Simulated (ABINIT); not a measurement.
# Au (Pm-3m) in ABINIT: reference runs

How does Au come out in PBE? The cell is run as given and disturbed.

All numbers are computed with ABINIT 10.8.3 (patched build); they aren't measurements. Logs are shortened: lines on timing, memory, paths and dates and some standing lists are left out, and cuts for length are marked. The log counts tension as positive stress, the text compression.

## 1. The structure

It takes space group Pm-3m (No. 221, cubic). Conventional cell: a = 3.982 Å, b = 3.982 Å, c = 3.982 Å, α = 90.00°, β = 90.00°, γ = 90.00°. Au (site symmetry 4/mmm) is surrounded by 8 Au at 2.82 Å.

The cell was built by a generator and needn't be a form met in nature.

## 2. Single point, PBE

run.abi

```
# Pseudopotentials
pp_dirpath "./"
pseudos "Au.GGA_PBE-JTH.xml"

# Structure
structure "poscar:POSCAR"
natom 3

# Plane-wave basis
ecut 20.0
pawecutdg 40.0

# k points
kptopt 1
ngkpt 7 7 7
nshiftk 1
shiftk 0.0 0.0 0.0

# Exchange and correlation
ixc 11

# Bands and occupations
nband 21
occopt 3
tsmear 0.05 eV

# SCF cycle
nstep 100
tolvrs 1.0e-9

# Output
iomode 3
prtwf 0
prteig 0
prtebands 0
enunit 2
prtden 1
prtvha 1
prtvclmb 1
prtpot 1
```

POSCAR

```
Au
1.0
    3.9819500000      0.0000000000      0.0000000000
    0.0000000000      3.9819500000      0.0000000000
    0.0000000000      0.0000000000      3.9819500000
Au
3
Direct
    0.5000000000      0.0000000000      0.0000000000  Au
    0.0000000000      0.5000000000      0.0000000000  Au
    0.0000000000      0.0000000000      0.5000000000  Au
```

Potentials or basis: JTH PAW PBE v2.0.

Run with:

```
$ abinit run.abi > log 2>&1
```

run.abo:

```text
.Version 10.8.3 of ABINIT
 Symmetries : space group Pm -3 m (#221); Bravais cP (primitive cubic)
================================================================================
 Values of the parameters that define the memory need of the present run
     intxc =       0    ionmov =       0      iscf =      17    lmnmax =      18
     lnmax =       6     mgfft =      32  mpssoang =       3    mqgrid =    3001
     natom =       3  nloc_mem =       2    nspden =       1   nspinor =       1
    nsppol =       1      nsym =      48    n1xccc =       1    ntypat =       1
    occopt =       3   xclevel =       2
       mpw =        1841          nfft =       32768          nkpt =          20
 PAW method is used; the additional fine FFT grid is defined by:
   mgfftf=        45    nfftf =     91125
================================================================================
================================================================================

--------------------------------------------------------------------------------
------------- Echo of variables that govern the present computation ------------
--------------------------------------------------------------------------------
 -outvars: echo values of preprocessed input variables --------
            acell      1.0000000000E+00  1.0000000000E+00  1.0000000000E+00 Bohr
              amu      1.96966540E+02
             ecut      2.00000000E+01 Hartree
           enunit           2
              ixc          11
         kptrlatt        7    0    0      0    7    0      0    0    7
          kptrlen      5.26735646E+01
            natom           3
            nband          21
            ngfft          32      32      32
          ngfftdg          45      45      45
             nkpt          20
            nstep         100
             nsym          48
           ntypat           1
           occopt           3
        pawecutdg      4.00000000E+01 Hartree
         pawxcdev           0
        prtebands           0
           prteig           0
           prtpot           1
         prtvclmb           1
           prtvha           1
            prtwf           0
            rprim      7.5247949471E+00  0.0000000000E+00  0.0000000000E+00
                       0.0000000000E+00  7.5247949471E+00  0.0000000000E+00
                       0.0000000000E+00  0.0000000000E+00  7.5247949471E+00
          spgroup         221
           tolvrs      1.00000000E-09
           tsmear      1.83746611E-03 Hartree
            typat      1  1  1
           useylm           1
           xangst      1.9909750000E+00  0.0000000000E+00  0.0000000000E+00
                       0.0000000000E+00  1.9909750000E+00  0.0000000000E+00
                       0.0000000000E+00  0.0000000000E+00  1.9909750000E+00
            xcart      3.7623974735E+00  0.0000000000E+00  0.0000000000E+00
                       0.0000000000E+00  3.7623974735E+00  0.0000000000E+00
                       0.0000000000E+00  0.0000000000E+00  3.7623974735E+00
             xred      5.0000000000E-01  0.0000000000E+00  0.0000000000E+00
                       0.0000000000E+00  5.0000000000E-01  0.0000000000E+00
                       0.0000000000E+00  0.0000000000E+00  5.0000000000E-01
            znucl       79.00000

================================================================================

 chkinp: Checking input parameters for consistency.

================================================================================
== DATASET  1 ==================================================================

--- !DatasetInfo
iteration_state: {dtset: 1, }
dimensions: {natom: 3, nkpt: 20, mband: 21, nsppol: 1, nspinor: 1, nspden: 1, mpw: 1841, }
cutoff_energies: {ecut:  20.0, pawecutdg:  40.0, }
electrons: {nelect:   3.30000000E+01, charge:   0.00000000E+00, occopt:   3.00000000E+00, tsmear:   1.83746611E-03, }
meta: {optdriver: 0, ionmov: 0, optcell: 0, iscf: 17, paral_kgb: 0, }
...

 Exchange-correlation functional for the present dataset will be:
  GGA: Perdew-Burke-Ernzerhof functional - ixc=11
  J.P.Perdew, K.Burke, M.Ernzerhof, PRL 77, 3865 (1996)

 Real(R)+Recip(G) space primitive vectors, cartesian coordinates (Bohr,Bohr^-1):
 R(1)=  7.5247949  0.0000000  0.0000000  G(1)=  0.1328940  0.0000000  0.0000000
 R(2)=  0.0000000  7.5247949  0.0000000  G(2)=  0.0000000  0.1328940  0.0000000
 R(3)=  0.0000000  0.0000000  7.5247949  G(3)=  0.0000000  0.0000000  0.1328940
 Unit cell volume ucvol=  4.2607300E+02 bohr^3
 Angles (23,13,12)=  9.00000000E+01  9.00000000E+01  9.00000000E+01 degrees

 Coarse grid specifications (used for wave-functions):

 getcut: wavevector=  0.0000  0.0000  0.0000  ngfft=  32  32  32
         ecut(hartree)=     20.000   => boxcut(ratio)=   2.11240

 Fine grid specifications (used for densities):

 getcut: wavevector=  0.0000  0.0000  0.0000  ngfft=  45  45  45
         ecut(hartree)=     40.000   => boxcut(ratio)=   2.05382

--- Pseudopotential description ------------------------------------------------
- pspini: atom type   1  psp file is ./Au.GGA_PBE-JTH.xml
 Pseudopotential format is: paw10
 basis_size (lnmax)=  6 (lmn_size= 18), orbitals=   0   0   1   1   2   2
 Spheres core radius: rc_sph= 2.50869560
 Shapefunction is SIN type: shapef(r)=[sin(pi*r/rshp)/(pi*r/rshp)]**2
 Radius for shape functions =  2.26305713
 Compensation charge density is not taken into account in XC energy/potential

   3.48491312E+03                                ecore*ucvol(ha*bohr**3)
--------------------------------------------------------------------------------

================================================================================

--- !BeginCycle
iteration_state: {dtset: 1, }
solver: {iscf: 17, nstep: 100, nline: 4, wfoptalg: 10, }
tolerances: {tolvrs: 1.00E-09, }
...

     iter   Etot(hartree)      deltaE(h)  residm     nres2
 ETOT  1  -102.20014673725    -1.022E+02 1.245E-01 2.551E+01
 ETOT  2  -102.62008784406    -4.199E-01 1.703E-02 2.782E+01
 ETOT  3  -102.47155797177     1.485E-01 4.269E-03 5.881E+00
 ETOT  4  -102.46714897852     4.409E-03 3.529E-03 2.603E+00
 ETOT  5  -102.45801570114     9.133E-03 2.217E-03 7.649E-01
 ETOT  6  -102.45878779413    -7.721E-04 2.340E-03 2.012E-01
 ETOT  7  -102.45898341852    -1.956E-04 1.153E-03 1.369E-01
 ETOT  8  -102.45887600649     1.074E-04 8.040E-04 2.876E-02
 ETOT  9  -102.45885093600     2.507E-05 4.321E-04 6.534E-03
 ETOT 10  -102.45884884175     2.094E-06 2.820E-04 2.515E-03
 ETOT 11  -102.45884343045     5.411E-06 1.379E-04 3.432E-05
 ETOT 12  -102.45884472975    -1.299E-06 9.574E-05 1.754E-05
 ETOT 13  -102.45884498477    -2.550E-07 4.159E-05 7.397E-05
 ETOT 14  -102.45884470454     2.802E-07 3.199E-05 2.295E-05
 ETOT 15  -102.45884467617     2.837E-08 1.280E-05 6.883E-06
 ETOT 16  -102.45884466161     1.456E-08 1.062E-05 1.090E-06
 ETOT 17  -102.45884466174    -1.288E-10 4.699E-06 1.416E-08
 ETOT 18  -102.45884466234    -6.015E-10 3.858E-06 4.398E-08
 ETOT 19  -102.45884466219     1.474E-10 1.765E-06 1.208E-08
 ETOT 20  -102.45884466215     4.306E-11 1.454E-06 1.591E-09
 ETOT 21  -102.45884466217    -2.169E-11 6.653E-07 2.864E-09
 ETOT 22  -102.45884466216     1.300E-11 5.503E-07 1.738E-10

 At SCF step   22       nres2   =  1.74E-10 < tolvrs=  1.00E-09 =>converged.

 Cartesian components of stress tensor (hartree/bohr^3)
  sigma(1 1)= -6.11815082E-06  sigma(3 2)=  0.00000000E+00
  sigma(2 2)= -6.11815082E-06  sigma(3 1)=  0.00000000E+00
  sigma(3 3)= -6.11815082E-06  sigma(2 1)=  0.00000000E+00

--- !ResultsGS
iteration_state: {dtset: 1, }
comment   : Summary of ground state results
lattice_vectors:
- [  7.5247949,   0.0000000,   0.0000000, ]
- [  0.0000000,   7.5247949,   0.0000000, ]
- [  0.0000000,   0.0000000,   7.5247949, ]
lattice_lengths: [   7.52479,    7.52479,    7.52479, ]
lattice_angles: [ 90.000,  90.000,  90.000, ] # degrees, (23, 13, 12)
lattice_volume:   4.2607300E+02
convergence: {deltae:  1.300E-11, res2:  1.738E-10, residm:  5.503E-07, diffor: null, }
etotal    :  -1.02458845E+02
entropy   :   0.00000000E+00
fermie    :   1.80563164E-01
cartesian_stress_tensor: # hartree/bohr^3
- [ -6.11815082E-06,   0.00000000E+00,   0.00000000E+00, ]
- [  0.00000000E+00,  -6.11815082E-06,   0.00000000E+00, ]
- [  0.00000000E+00,   0.00000000E+00,  -6.11815082E-06, ]
pressure_GPa:   1.8000E-01
xred      :
- [  5.0000E-01,   0.0000E+00,   0.0000E+00, Au]
- [  0.0000E+00,   5.0000E-01,   0.0000E+00, Au]
- [  0.0000E+00,   0.0000E+00,   5.0000E-01, Au]
cartesian_forces: # hartree/bohr
- [ -0.00000000E+00,  -0.00000000E+00,  -0.00000000E+00, ]
- [ -0.00000000E+00,  -0.00000000E+00,  -0.00000000E+00, ]
- [ -0.00000000E+00,  -0.00000000E+00,  -0.00000000E+00, ]
force_length_stats: {min:   0.00000000E+00, max:   0.00000000E+00, mean:   0.00000000E+00, }
...

 Integrated electronic density in atomic spheres:
 ------------------------------------------------
 Atom  Sphere_radius  Integrated_density
    1        2.50870          9.45699211
    2        2.50870          9.45699211
    3        2.50870          9.45699211

================================================================================

 ----iterations are completed or convergence reached----

 Mean square residual over all n,k,spin=   37.023E-10; max=  55.028E-08
 reduced coordinates (array xred) for    3 atoms
       0.500000000000      0.000000000000      0.000000000000
       0.000000000000      0.500000000000      0.000000000000
       0.000000000000      0.000000000000      0.500000000000
 rms dE/dt=  0.0000E+00; max dE/dt=  0.0000E+00; dE/dt below (all hartree)
    1       0.000000000000      0.000000000000      0.000000000000
    2       0.000000000000      0.000000000000      0.000000000000
    3       0.000000000000      0.000000000000      0.000000000000

 cartesian coordinates (angstrom) at end:
    1      1.99097500000000     0.00000000000000     0.00000000000000
    2      0.00000000000000     1.99097500000000     0.00000000000000
    3      0.00000000000000     0.00000000000000     1.99097500000000

 cartesian forces (hartree/bohr) at end:
    1     -0.00000000000000    -0.00000000000000    -0.00000000000000
    2     -0.00000000000000    -0.00000000000000    -0.00000000000000
    3     -0.00000000000000    -0.00000000000000    -0.00000000000000
 frms,max,avg= 0.0000000E+00 0.0000000E+00   0.000E+00  0.000E+00  0.000E+00 h/b

 cartesian forces (eV/Angstrom) at end:
    1     -0.00000000000000    -0.00000000000000    -0.00000000000000
    2     -0.00000000000000    -0.00000000000000    -0.00000000000000
    3     -0.00000000000000    -0.00000000000000    -0.00000000000000
 frms,max,avg= 0.0000000E+00 0.0000000E+00   0.000E+00  0.000E+00  0.000E+00 e/A
 length scales=  1.000000000000  1.000000000000  1.000000000000 bohr
              =  0.529177210544  0.529177210544  0.529177210544 angstroms
 Fermi (or HOMO) energy (hartree) =   0.18056   Average Vxc (hartree)=  -0.38562
 Eigenvalues (hartree) for nkpt=  20  k points:
 kpt#   1, nband= 21, wtk=  0.00292, kpt=  0.0000  0.0000  0.0000 (reduced coord)
  -0.13217   -0.04143   -0.03053   -0.03053   -0.03053   -0.01132   -0.01132    0.07877
   0.07877    0.07877    0.10669    0.10669    0.13782    0.14871    0.14871    0.14871
   0.29526    0.29526    0.29526    0.42686    0.42686
      occupation numbers for kpt#   1
   2.00000    2.00000    2.00000    2.00000    2.00000    2.00000    2.00000    2.00000
   2.00000    2.00000    2.00000    2.00000    2.00000    2.00000    2.00000    2.00000
   0.00000    0.00000    0.00000    0.00000    0.00000
 prteigrs : prtvol=0 or 1, do not print more k-points.

 Fermi (or HOMO) energy (eV) =   4.91337   Average Vxc (eV)= -10.49322
 Eigenvalues (   eV  ) for nkpt=  20  k points:
 kpt#   1, nband= 21, wtk=  0.00292, kpt=  0.0000  0.0000  0.0000 (reduced coord)
  -3.59644   -1.12732   -0.83075   -0.83075   -0.83075   -0.30813   -0.30813    2.14356
   2.14356    2.14356    2.90320    2.90320    3.75026    4.04660    4.04660    4.04660
   8.03447    8.03447    8.03447   11.61540   11.61540
 prteigrs : prtvol=0 or 1, do not print more k-points.

--- !EnergyTerms
iteration_state     : {dtset: 1, }
comment             : Components of total free energy in Hartree
kinetic             :  2.73174322357196E+01
hartree             :  1.75132817508047E+01
xc                  : -8.91471889105367E+00
Ewald energy        : -9.65374888734095E+01
psp_core            :  8.17914573888670E+00
local_psp           : -5.72877441199271E+01
PAW spherical_terms :  7.27149680778243E+00
internal            : -1.02458595351197E+02
'-kT*entropy'       : -2.19486736962544E-04
total_energy        : -1.02458814837934E+02
total_energy_eV     : -2.78804638486047E+03
...

--- !EnergyTermsDC
iteration_state     : {dtset: 1, }
comment             : '"Double-counting" decomposition of free energy'
band_energy         :  1.53467059369367E+00
Ewald energy        : -9.65374888734095E+01
psp_core            :  8.17914573888670E+00
xc_dc               : -1.58572887071303E+01
PAW spherical_terms :  2.22336072540106E-01
internal            : -1.02458625175419E+02
'-kT*entropy'       : -2.19486736962544E-04
total_energy_dc     : -1.02458844662156E+02
total_energy_dc_eV  : -2.78804719641890E+03
...

--- !EnergyTermsWithPAWCore
iteration_state     : {dtset: 1, }
comment             : 'Components of total free energy, including PAW core contributions'
Total energy        : -5.70359584341174E+04
Total energy DC     : -5.70359584639417E+04
Total energy (eV)   : -1.55202749486049E+06
Total energy DC (eV): -1.55202749567205E+06
...

 Cartesian components of stress tensor (hartree/bohr^3)
  sigma(1 1)= -6.11815082E-06  sigma(3 2)=  0.00000000E+00
  sigma(2 2)= -6.11815082E-06  sigma(3 1)=  0.00000000E+00
  sigma(3 3)= -6.11815082E-06  sigma(2 1)=  0.00000000E+00

-Cartesian components of stress tensor (GPa)         [Pressure=  1.8000E-01 GPa]
- sigma(1 1)= -1.80002212E-01  sigma(3 2)=  0.00000000E+00
- sigma(2 2)= -1.80002212E-01  sigma(3 1)=  0.00000000E+00
- sigma(3 3)= -1.80002212E-01  sigma(2 1)=  0.00000000E+00

== END DATASET(S) ==============================================================
================================================================================

 -outvars: echo values of variables after computation  --------
            acell      1.0000000000E+00  1.0000000000E+00  1.0000000000E+00 Bohr
           etotal     -1.0245884466E+02
            fcart     -0.0000000000E+00 -0.0000000000E+00 -0.0000000000E+00
                      -0.0000000000E+00 -0.0000000000E+00 -0.0000000000E+00
                      -0.0000000000E+00 -0.0000000000E+00 -0.0000000000E+00
            rprim      7.5247949471E+00  0.0000000000E+00  0.0000000000E+00
                       0.0000000000E+00  7.5247949471E+00  0.0000000000E+00
                       0.0000000000E+00  0.0000000000E+00  7.5247949471E+00
           strten     -6.1181508204E-06 -6.1181508204E-06 -6.1181508204E-06
                       0.0000000000E+00  0.0000000000E+00  0.0000000000E+00
           xangst      1.9909750000E+00  0.0000000000E+00  0.0000000000E+00
                       0.0000000000E+00  1.9909750000E+00  0.0000000000E+00
                       0.0000000000E+00  0.0000000000E+00  1.9909750000E+00
             xred      5.0000000000E-01  0.0000000000E+00  0.0000000000E+00
                       0.0000000000E+00  5.0000000000E-01  0.0000000000E+00
                       0.0000000000E+00  0.0000000000E+00  5.0000000000E-01
 Calculation completed.
```

Wall time 45 s (1 thread of Arm Neoverse V2, shared host); peak memory 0.15 GiB.

What came out:

- Free energy: -2788.0472 eV
- Pressure: 0.2 GPa
- Band gap on the k mesh: none (metal or under the smearing width)
- Valence electrons inside the program's atomic spheres: Au 9.46 (radii [1.3275] Å)

The run has no spin-orbit coupling, so splittings on Au are missing.

## 3. Single point, PBE (atoms moved at random, drawn with an rms of 0.05 Å)

run.abi

```
pp_dirpath "./"
pseudos "Au.GGA_PBE-JTH.xml"

acell 3.98195 3.98195 3.98195 Angstrom
rprim
     1.0000000000     0.0000000000     0.0000000000
     0.0000000000     1.0000000000     0.0000000000
     0.0000000000     0.0000000000     1.0000000000
ntypat 1
znucl 79
natom 3
typat 1 1 1
xcart
     2.0097857318     0.0187191470    -0.0011507835
    -0.0074621743     1.9759550846    -0.0129134638
    -0.0498779057    -0.0115556189     1.9945229174 Angstrom
chkprim 0
chksymtnons 0
tolsym 1.0e-6

ecut 544.227725 eV
pawecutdg 40.0

kptopt 1
ngkpt 7 7 7
nshiftk 1
shiftk 0.0 0.0 0.0

ixc 11

nband 21
occopt 3
tsmear 0.05 eV

nstep 100
tolvrs 1.0e-9

iomode 3
prtwf 0
prtden 0
prteig 0
prtebands 0
enunit 1
```

Potentials or basis: JTH PAW PBE v2.0.

Run with:

```
$ abinit run.abi > log 2>&1
```

Run time: 9.1 min. Hardware: 1 thread of Arm Neoverse V2, shared host; peak memory 0.3 GiB.

The run converged. Its results:

| Item | Value |
| --- | --- |
| Free energy | -2788.0277 eV |
| Pressure | 0.4 GPa |
| Largest force | 0.592 eV/Å |
| Band gap on the k mesh | none (metal or under the smearing width) |
| Valence electrons inside the program's atomic spheres | Au 9.47, 9.46 (radii [1.3275] Å) |

Forces on the atoms (eV/Å):
```
Au  -0.562 -0.183  0.035
Au   0.180  0.220  0.091
Au   0.382 -0.036 -0.126
```

Stress tensor (GPa, compression positive):
```
 0.43  0.06 -0.03
 0.06  0.29  0.00
-0.03  0.00  0.48
```

Levels at points of the mesh, in eV from the Fermi level:
```tsv
k point	band 14	band 15	band 16	band 17	band 18	band 19	band 20	band 21
(0.00, 0.00, 0.00)	-0.88	-0.87	-0.87	3.12	3.12	3.13	6.69	6.70
```

Spin-orbit coupling is left out, which matters for the levels of Au.
